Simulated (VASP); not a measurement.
Computed with r2SCAN meta-GGA, VASP's PBE PAW potentials (set 64) (plane waves; VASP).

Gaps are without spin-orbit coupling.

Question: Order these relaxed crystals by band gap, smallest first: MnF2, P4_2/mnm (136); CaF2, Fm-3m (225); HfO2, Fm-3m (225); GeTe2Pb, P4/mmm (123).

Answer: GeTe2Pb, P4/mmm (123) (0.21 eV), MnF2, P4_2/mnm (136) (3.01 eV), HfO2, Fm-3m (225) (4.36 eV), CaF2, Fm-3m (225) (7.97 eV)
